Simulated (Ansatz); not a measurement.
# Sb in Ansatz: notebook

The runs below take Sb through electrostatic potential, with PBE.

Program: Ansatz 0.2.0. These are calculated values, not measurements. Logs are shortened: lines on timing, memory, paths and dates and some standing lists are left out, and cuts for length are marked.

### 1 The cell of the first run

The cell holds a slab with vacuum, 8 atoms: a = 3.369 Å, b = 5.330 Å, c = 24.725 Å, α = 90.00°, β = 90.00°, γ = 90.00°.

The slab is cut from a database's or a generator's crystal, which needn't be the stable form of the element.

### 2 Electrostatic potential, PBE (the (1 0 0) slab of Sb, cut from the database cell, not relaxed)

File input.yaml:

```yaml
crystal:
  lattice:
    - [3.3690001795, 0.0, 0.0]
    - [0.0, 5.33, 0.0]
    - [0.0, 0.0, 24.7254658028]
  atoms:
    - { symbol: Sb, position: [0.0, 0.75, 0.3033309892] }
    - { symbol: Sb, position: [0.5000000001, 0.25, 0.3426647914] }
    - { symbol: Sb, position: [0.5, 0.75, 0.4213323957] }
    - { symbol: Sb, position: [1.0e-10, 0.25, 0.4606661978] }
    - { symbol: Sb, position: [0.0, 0.75, 0.5393338022] }
    - { symbol: Sb, position: [0.5000000001, 0.25, 0.5786676043] }
    - { symbol: Sb, position: [0.5, 0.75, 0.6573352086] }
    - { symbol: Sb, position: [1.0e-10, 0.25, 0.6966690108] }
hamiltonian:
  xc: pbe
  pseudopotentials: { kind: paw }
kpoints:
  mp_grid: { grid: [8, 5, 1] }
scf:
  occupations: { method: fermi_dirac, width: 0.05 }
output:
  forces: true
  eigenvalues: true
  write_density: true
  write_potential: true
  elf: true
  volumetric_format: npy
efield:
  axis: 3
  dipole_correction: true
  ramp_width: 0.04
```

Potentials or basis: Ansatz PAW.

The run is started by

```bash
ansatz run input.yaml --threads 4 --pin off --max-ram 11264MiB --backend cpu --events-out ev --progress --plain --runs-dir out
```

Log:

```text
Warning: RAYON_NUM_THREADS=4 ignored (pool sized by the plan → 4); use --threads N
Engine: ansatz 0.2.0, aarch64-unknown-linux-gnu
Pseudopotentials: kind: paw
Pseudopotential: Sb, paw, valence charge 15, recommended cutoff 420 eV (normal), Sb.paw.azcp
Functional definition: PBE
  parameter kappa = 0.804
  parameter beta = 0.06672455060314922
  exchange = pbe_x(kappa = kappa, mu = beta*pi^2/3)
  correlation = pbe_c(beta = beta)
Crystal: 8 atoms, lattice volume = 443.990 Å³
Basis set: ecut = 420 eV, 8717 PW (Γ), exchange–correlation on 48×72×360 points (8 copies of the dense FFT grid, shifted against one another)
Bands: 72, of which v1, the nominal top of the filled ones, is band 60 counted from 1 (59 counted from 0)
Symmetry: 4 space group operations
k-points: 15 of 40
Non-local potential: Sb, projectors of the file, l = 0: 2, l = 1: 2, l = 2: 2, l = 3: 2
PAW form: soft (Blöchl's): semilocal exchange-correlation on the pseudo side does not see the compensation charge
PAW one-centre angular grid: Sb, 590 points (default); XC on 64 Gauss nodes
Initial density: superposition of atomic densities (neutral atoms: chi_scale 0, normalization atom), corrected by the library's trained network
Initial wavefunctions: pseudopotential atomic-orbital guess
Functional: x = pbe(κ = 0.804, μ = 0.2195149727645171), c = pbe(β = 0.06672455060314922)
SCF iter   1: F=—  HF=-51873.008763 eV  |F-HF|=—  |Δ(HF+E_count)|=         —  Δρ=1.91e-3  dr2=2.08e-1  ethr=1.77e-3  p=-0.000 e·Å  D=-3.19e-14 V/Å  ΔV_dip=0.00 eV  dr2_dipole=4.13e-7  V_vac-E_F(+/−)=4.33/4.33 eV  ⟨swp⟩=10.9  Hψ=4813  notcnv=0  defer=6
[... 19 lines left out ...]
Dipole field:    D = -0.000000 V/Å  (p = -0.000001 e·Å, saw-weighted, corrected)
Work function:   Φ+ = 4.2477 eV   Φ− = 4.2477 eV
Levels:          The Fermi level and band energies are counted from a zero that moves with the ramp; work functions are not
--- Per-component energies (eV) ---
  E_band       = -2134.114735
  E_kinetic    = 1650.821820
  E_local      = -96903.735180  (includes V_loc(G=0)·N_el)
  E_nonlocal   = 2891.301305
  E_hartree    = 47468.787793
  E_xc         = -1106.655630
  E_vxc        = -768.419087  (∫ρ·V_xc dr)
  E_paw        = -36595.066873  (= ΣΔE_a)
  E_vpaw       = -3941.612080  (= ΣTr[D̂ρ^β])
  E_aug_tail   = -0.000012  (compensation charges beyond the density's cutoff)
  E_efield     = 0.000000  (sawtooth field / dipole correction)
  E_vefield    = 0.000000  (∫n·V_field dr)
  E_ewald      = 30721.606999
  E_smearing   = -0.055306  (= −TS)
  E_closure    = -0.000000  (closes the sum)
  Σ components = -51872.995084   (vs F -51872.995084, Δ=0.00e0)
--- Forces (eV/Å), atoms counted from 1 ---
  atom   1  Sb     0.00000000     0.00000000     0.38474464
  atom   2  Sb     0.00000000     0.00000000    -0.27784166
  atom   3  Sb     0.00000000     0.00000000    -0.62453894
  atom   4  Sb     0.00000000     0.00000000    -0.22596563
  atom   5  Sb     0.00000000     0.00000000     0.22596561
  atom   6  Sb     0.00000000     0.00000000     0.62453881
  atom   7  Sb     0.00000000     0.00000000     0.27784167
  atom   8  Sb     0.00000000     0.00000000    -0.38474439
  max |Σ_I F_I| component: 1.18e-7 eV/Å
--- Band table (eV; the first three rows and the last of 15) ---
  k-point 0: bands = ["-25.9206", "-25.9115", "-25.8950", "-25.8949", "-25.8916", "-25.8911", "-25.8862", "-25.8833", "-25.8781", "-25.8745", "-25.8706", "-25.8697", "-25.8687", "-25.8625", "-25.8593", "-25.8530", "-25.8340", "-25.8335", "-25.8318", "-25.8260", "-25.8250", "-25.8224", "-25.8101", "-25.8050", "-25.8046", "-25.8044", "-25.8003", "-25.7990", "-25.7834", "-25.7809", "-25.6858", "-25.6858", "-25.6391", "-25.6391", "-25.6228", "-25.6228", "-25.6164", "-25.6164", "-25.6129", "-25.6128", "-9.4517", "-8.7311", "-7.6906", "-6.5833", "-5.2512", "-4.7072", "-4.3201", "-4.1686", "-2.2268", "-1.4862", "-0.5412", "-0.4297", "0.0982", "0.6484", "1.7726", "1.8714", "3.8321", "3.8397", "4.0980", "4.1846", "4.5580", "5.5317", "5.7508", "5.8180", "6.4403", "6.6373", "7.4264", "7.4806", "7.6554", "7.7511", "8.0171", "8.0614"]
  k-point 1: bands = ["-25.9178", "-25.9109", "-25.9014", "-25.8983", "-25.8896", "-25.8891", "-25.8883", "-25.8853", "-25.8806", "-25.8756", "-25.8717", "-25.8673", "-25.8668", "-25.8606", "-25.8499", "-25.8444", "-25.8366", "-25.8318", "-25.8306", "-25.8265", "-25.8244", "-25.8209", "-25.8117", "-25.8098", "-25.8088", "-25.8038", "-25.8031", "-25.7990", "-25.7837", "-25.7816", "-25.6861", "-25.6861", "-25.6414", "-25.6414", "-25.6218", "-25.6218", "-25.6154", "-25.6154", "-25.6124", "-25.6124", "-9.2381", "-8.5205", "-7.4885", "-6.4033", "-6.2033", "-5.5753", "-4.8055", "-4.5005", "-1.3305", "-0.8589", "-0.5402", "-0.2973", "0.6787", "1.6533", "1.7411", "2.1468", "3.5148", "3.7543", "4.0639", "4.7758", "5.1760", "5.7351", "5.7871", "5.9921", "6.6011", "6.6183", "6.8659", "7.4070", "7.4801", "7.6497", "7.7452", "7.9031"]
  k-point 2: bands = ["-25.9119", "-25.9095", "-25.9063", "-25.9036", "-25.8959", "-25.8959", "-25.8821", "-25.8813", "-25.8787", "-25.8776", "-25.8714", "-25.8672", "-25.8638", "-25.8628", "-25.8362", "-25.8338", "-25.8330", "-25.8310", "-25.8284", "-25.8252", "-25.8237", "-25.8204", "-25.8174", "-25.8161", "-25.8128", "-25.8108", "-25.8040", "-25.8006", "-25.7840", "-25.7832", "-25.6865", "-25.6865", "-25.6450", "-25.6450", "-25.6201", "-25.6201", "-25.6139", "-25.6139", "-25.6118", "-25.6118", "-8.6009", "-7.8961", "-7.5562", "-6.9507", "-6.8098", "-5.9952", "-5.8005", "-5.1098", "-1.4603", "-0.8261", "0.3559", "0.9699", "1.6928", "1.9473", "3.1236", "3.5409", "3.8866", "4.4485", "4.6923", "4.7165", "5.0805", "5.4073", "5.7249", "5.8941", "5.9212", "6.2272", "6.2995", "6.4091", "6.5861", "7.1131", "7.2220", "7.8187"]
  k-point 14: bands = ["-25.9111", "-25.9099", "-25.9071", "-25.9070", "-25.8886", "-25.8881", "-25.8873", "-25.8869", "-25.8689", "-25.8671", "-25.8659", "-25.8525", "-25.8501", "-25.8425", "-25.8401", "-25.8363", "-25.8348", "-25.8340", "-25.8304", "-25.8270", "-25.8160", "-25.8134", "-25.8027", "-25.8012", "-25.8003", "-25.7978", "-25.7895", "-25.7880", "-25.7714", "-25.7710", "-25.6608", "-25.6608", "-25.6325", "-25.6325", "-25.6296", "-25.6295", "-25.6205", "-25.6205", "-25.5958", "-25.5958", "-5.6591", "-5.6501", "-5.4406", "-4.9270", "-4.8339", "-4.7451", "-4.6914", "-4.6439", "-1.8170", "-1.7266", "-1.3531", "-1.1682", "-0.9655", "-0.7029", "-0.5214", "-0.2552", "1.9813", "2.0910", "2.5341", "2.8516", "3.5525", "3.9278", "4.0063", "4.4408", "4.9293", "5.0106", "5.1172", "5.3766", "5.8636", "6.1822", "6.6463", "6.7854"]
```

rho_z.tsv:

```text
# z_ang	rho[e/angstrom^3]
# format = ansatz-planar-average/11
# lattice	3.369000179	0.000000000	0.000000000
# lattice	0.000000000	5.330000000	0.000000000
# lattice	0.000000000	0.000000000	24.725465803
# sites	8
# site	51	0.000000000	3.997500000	7.500000000
# site	51	1.684500090	1.332500000	8.472546582
# site	51	1.684500090	3.997500000	10.417639741
# site	51	0.000000000	1.332500000	11.390186320
# site	51	0.000000000	3.997500000	13.335279483
# site	51	1.684500090	1.332500000	14.307826061
# site	51	1.684500090	3.997500000	16.252919221
# site	51	0.000000000	1.332500000	17.225465802
0.000000	9.513954e-9
0.137364	4.011995e-8
0.274727	2.171675e-8
0.412091	4.600926e-8
0.549455	3.110146e-8
0.686818	5.579018e-8
[... 172 lines left out ...]
24.450738	2.174286e-8
24.588102	4.020089e-8
```

Wall time 14 s (4 threads of Arm Neoverse V2, shared host); peak memory 1.1 GiB.

What came out:

| Item | Value |
| --- | --- |
| Free energy | -51872.9951 eV |
| Largest force | 0.625 eV/Å |
| Band gap on the k mesh | none (metal or under the smearing width) |
| Work function of the upper face | 4.25 eV |
| Work function of the lower face | 4.25 eV |
| Dipole across the slab | 0.000 e·Å |

Forces on the atoms (eV/Å):
```
Sb   0.000  0.000  0.385
Sb   0.000  0.000 -0.278
Sb   0.000  0.000 -0.625
Sb   0.000  0.000 -0.226
Sb   0.000  0.000  0.226
Sb   0.000  0.000  0.625
Sb   0.000  0.000  0.278
Sb   0.000  0.000 -0.385
```

### 3 Electrostatic potential, PBE (the (1 0 0) slab of Sb, cut from the database cell, not relaxed)

input.yaml: that of step 2 with these lines changed.

```diff
@@ -28,5 +28 @@
   volumetric_format: npy
-efield:
-  axis: 3
-  dipole_correction: true
-  ramp_width: 0.04
```

Potentials or basis: Ansatz PAW.

The run is started by

```bash
ansatz run input.yaml --threads 4 --pin off --max-ram 11264MiB --backend cpu --events-out ev --progress --plain --runs-dir out
```

Wall time 7.6 s (4 threads of Arm Neoverse V2, shared host); peak memory 1.2 GiB.

It converged, with:

```yaml
Free_energy: -51872.9951 eV
Largest_force: 0.625 eV/Å
Band_gap_on_the_k_mesh: none (metal or under the smearing width)
```

Forces on the atoms (eV/Å):
```
Sb   0.000  0.000  0.385
Sb   0.000  0.000 -0.278
Sb   0.000  0.000 -0.625
Sb   0.000  0.000 -0.226
Sb   0.000  0.000  0.226
Sb   0.000  0.000  0.625
Sb   0.000  0.000  0.278
Sb   0.000  0.000 -0.385
```

Levels at points of the mesh, in eV from the Fermi level:
```csv
k point,band 56,band 57,band 58,band 59,band 60,band 61,band 62,band 63,band 64,band 65
"(0.00, 0.00, 0.00)",-1.62,0.34,0.35,0.61,0.69,1.07,2.04,2.26,2.33,2.95
"(-0.50, 0.00, 0.00)",-2.62,-2.60,-2.43,-2.42,-0.83,-0.79,-0.68,-0.63,-0.47,-0.13
```

Spin-orbit coupling is left out, which matters for the levels of Sb.

(Part 1 of 2 ends here.)
